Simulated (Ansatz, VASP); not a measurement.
Al: VASP beside Ansatz

```xyz
1
Lattice="0.0607 2.0543 2.0543 2.0543 0.0607 2.0543 2.0543 2.0543 0.0607" Properties=species:S:1:pos:R:3 pbc="T T T"
Al    0.0000    0.0000    0.0000
```

Change from the starting cell: equal xy, yz and zx shear strains of +3 %, crystal datasets.

Alike in both runs: task electric field gradients; functional PBE; k mesh 14 × 14 × 14; occupations fermi-dirac, width 0.05 eV; no spin polarisation.

|  | VASP | Ansatz |
| --- | --- | --- |
| version | VASP 6.6.1 | Ansatz 0.2.0 |
| potentials or method | VASP PAW PBE potentials, release 64 (Al), cutoff 520 eV | all-electron PAW with datasets made for the crystal, scalar-relativistic |

|  | VASP | Ansatz | Ansatz less VASP |
| --- | --- | --- | --- |
| pressure (GPa) | -0.3 | -0.3 | +0.03 |
| largest component of the traceless stress (GPa) | 0.17 | 0.17 | +0.003 |
| Vzz of the field gradient on the site that differs most (V/Å²) | 4.0 | 3.8 | -0.22 |

Ansatz ran all-electron here, so the differences hold the error of VASP's frozen core and of both bases.
